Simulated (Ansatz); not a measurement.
A 6-atom cell of ZrO2 (P4_2/nmc) from a materials database: a field-response calculation (clamped ions) in the PAW code Ansatz (r2SCAN). The cell was relaxed with r2SCAN and then strained (uniaxial +2.0 % along z, other directions held), with the atoms relaxed again with r2SCAN; k points keep the names of the unstrained zone.

```yaml
crystal:
  lattice:
    - [3.6010285391, 0.0, 0.0]
    - [0.0, 3.6010285391, 0.0]
    - [0.0, 0.0, 5.3317030107]
  atoms:
    - { symbol: Zr, position: [0.0, 0.0, 0.0] }
    - { symbol: Zr, position: [0.5, 0.5, 0.5] }
    - { symbol: O, position: [0.0, 0.5, 0.3091621723] }
    - { symbol: O, position: [0.0, 0.5, 0.8091621723] }
    - { symbol: O, position: [0.5, 0.0, 0.6908378277] }
    - { symbol: O, position: [0.5, 0.0, 0.1908378277] }
kpoints:
  mp_grid: { grid: [6, 6, 4] }
hamiltonian:
  xc: r2scan
scf:
  occupations: { method: fixed }
dielectric: {}
```

Some lines of the output have been replaced by numbered gaps.
```
Functional definition: r2SCAN
Crystal: 6 atoms, lattice volume = 69.138 Å³
Basis set: ecut = 500 eV, 1787 PW (Γ)
[1]
Symmetry: 16 space group operations
k-points: 56 of 144 (irreducible under 2 space group operations, time reversal used)
SCF 1 converged in 9 iterations: F = -10676.272849 eV  dr2 = 2.95e-12
SCF 1 converged in 4 iterations: F = -10676.235472 eV  dr2 = 7.75e-9
Free energy (F): -10676.272849 eV
Fermi energy:    10.403708 eV
--- Dielectric response (ions clamped): 3 representative field directions + reference, inside a basis on a mesh of 144 k-points ---
  ε∞ (high-frequency dielectric tensor):
[2]
  Born effective charges Z* (e; rows j = field, columns β = displacement):
    site 0:
[3]
    site 1:
[4]
    site 2:
[5]
    site 3:
[6]
    site 4:
[7]
    site 5:
[8]
  ε∞ is read to err by 1.6e-2, Z* by 2.0e-2 e
```

Q: What stood in the gaps? They hold ε∞ (with the ionic part, where printed), the Born charges, the band count.

A:
```
[1]
Bands: 30, of which v1, the nominal top of the filled ones, is band 24 counted from 1 (23 counted from 0)
[2]
        5.233812     0.000000     0.000000
        0.000000     5.233812     0.000000
        0.000000     0.000000     4.623091
[3]
         5.71602    0.00000    0.00000
         0.00000    5.71602    0.00000
         0.00000    0.00000    4.80287
[4]
         5.71602    0.00000    0.00000
         0.00000    5.71602    0.00000
         0.00000    0.00000    4.80287
[5]
        -3.74713    0.00000    0.00000
         0.00000   -1.96889    0.00000
         0.00000    0.00000   -2.40144
[6]
        -1.96889    0.00000    0.00000
         0.00000   -3.74713    0.00000
         0.00000    0.00000   -2.40144
[7]
        -1.96889    0.00000    0.00000
         0.00000   -3.74713    0.00000
         0.00000    0.00000   -2.40144
[8]
        -3.74713    0.00000    0.00000
         0.00000   -1.96889    0.00000
         0.00000    0.00000   -2.40144
```

ε∞: 5.23 along x and y, 4.62 along z. Born charges, averaged over directions: Zr +5.41, O -2.71 e. The program notes that the ground state's band table doesn't vouch for all the bands that the response reads.

Wall time 46 s on 1 × NVIDIA H100 80GB HBM3 with 2 threads of AMD EPYC 7R13 Processor (Zen 3) (shared host), load about 2.8 per core; peak host memory 1.9 GiB.

Calculated for a static, non-magnetic cell.
